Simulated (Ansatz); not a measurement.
A plane-wave DFT run in Ansatz 0.2.0 (scalar-relativistic PAW potentials unless the input names others): input and command.

```yaml
crystal:
  lattice:
    - [1.2327689981, -2.1341461166, 0.0]
    - [1.2327689981, 2.1341461166, 0.0]
    - [0.0, 0.0, 6.7989836842]
  atoms:
    - { symbol: C, position: [0.1769891618, 0.9635390726, 0.75] }
    - { symbol: C, position: [0.5833101797, 0.4166898203, 0.25] }
    - { symbol: C, position: [0.9166898203, 0.0833101797, 0.25] }
    - { symbol: C, position: [0.4166898203, 0.5833101797, 0.75] }
basis:
  ecutwfc: 420
  xc_grid: 4
kpoints:
  mp_grid: { grid: [18, 18, 6], shift: [0.5, 0.5, 0.5] }
hamiltonian:
  xc: pbe
  dispersion: d3bj
scf:
  occupations: { method: gaussian, width: 0.15 }
output:
  forces: true
  eigenvalues: true
  stress: true
```

```bash
ansatz run input.yaml --threads 1 --pin off --max-ram 2560MiB --backend cpu --events-out ev --progress --plain --runs-dir out
```

Abridged log:
```
Basis set: ecut = 420 eV, 665 PW (Γ), exchange–correlation on 72×72×192 points (64 copies of the dense FFT grid, shifted against one another)
Bands: 12, of which v1, the nominal top of the filled ones, is band 8 counted from 1 (7 counted from 0)
Symmetry: 2 space group operations
k-points: 486 of 1944 (time reversal used)
SCF iter   1: F=—  HF=-1003.440322 eV  |F-HF|=—  |Δ(HF+E_count)|=         —  Δρ=2.90e-3  dr2=1.97e-3  ethr=1.77e-3  ⟨swp⟩=5.3  Hψ=32436  notcnv=0
SCF iter   2: F=—  HF=-1003.441362 eV  |F-HF|=—  |Δ(HF+E_count)|=   1.04e-3  Δρ=1.30e-3  dr2=2.14e-4  ethr=1.23e-5  ⟨swp⟩=2.6  Hψ=13644  notcnv=0
SCF iter   3: F=—  HF=-1003.441873 eV  |F-HF|=—  |Δ(HF+E_count)|=   5.12e-4  Δρ=3.40e-4  dr2=1.43e-5  ethr=1.33e-6  ⟨swp⟩=2.3  Hψ=9714  notcnv=0
SCF iter   4: F=—  HF=-1003.441921 eV  |F-HF|=—  |Δ(HF+E_count)|=   4.75e-5  Δρ=9.65e-5  dr2=1.50e-6  ethr=8.96e-8  ⟨swp⟩=2.2  Hψ=9421  notcnv=0
SCF iter   5: F=—  HF=-1003.441925 eV  |F-HF|=—  |Δ(HF+E_count)|=   4.07e-6  Δρ=2.00e-5  dr2=1.03e-7  ethr=9.40e-9  ⟨swp⟩=2.0  Hψ=9700  notcnv=0
SCF iter   6: F=-1003.441925 eV  HF=-1003.441925 eV  |F-HF|=3.37e-9  |Δ(HF+E_count)|=   5.06e-8  Δρ=8.07e-6  dr2=1.72e-8  ethr=6.25e-10  ⟨swp⟩=5.2  Hψ=25243  notcnv=0
SCF 1 converged in 6 iterations: F = -1003.441925 eV  dr2 = 1.72e-8
SCF converged after 6 iterations
Free energy (F): -1003.441925 eV
Harris-Foulkes:  -1003.441925 eV  (|F-HF|=3.37e-9)
Internal energy: -1003.440214 eV  (E = F + TS)
E sigma→0 (E₀):  -1003.441070 eV
Entropy (-TS):   -0.001711 eV (-0.428 meV/atom)
Fermi energy:    7.007679 eV
  E_disp       = -0.617562  (pairwise vdW)
--- Forces (eV/Å), atoms counted from 1 ---
  atom   1  C     -6.77797337     3.82805811     0.00000000
  atom   2  C      0.02979251     0.00967199     0.00000000
  atom   3  C     -0.02195573    -0.00705945     0.00000000
  atom   4  C      6.77012495    -3.83066396     0.00000000
--- Stress (GPa, compression-positive) ---
        5.914131       7.911845       0.000000
        7.911830      14.993436       0.000000
        0.000000       0.000000       0.006343
  P = ⅓ Tr σ = 6.9713 GPa (69.713 kbar)
```

Apart from outputs and empty bands, the input differs from a reference run on usual settings in kpoints.mp_grid.shift: not typed → [0.5, 0.5, 0.5]; basis.xc_grid: not typed → 4; kpoints.mp_grid.grid: [22, 22, 8] → [18, 18, 6]. The reference, at the same geometry (not necessarily relaxed), gave pressure 6.97 GPa, largest force 7.766 eV/Å, no gap on the mesh. This run converged in 6 SCF iterations (reference: 6) with an energy at zero smearing 0.03 meV/atom below the reference's, pressure 6.97 GPa, largest force 7.784 eV/Å, no gap on the mesh. Its k mesh is looser than usual, yet energy, pressure and forces hardly moved.

It took 6.6 s on 1 thread of AMD EPYC 9R45 96-Core Processor (Zen 5), with other jobs on the host, peak memory 0.59 GiB.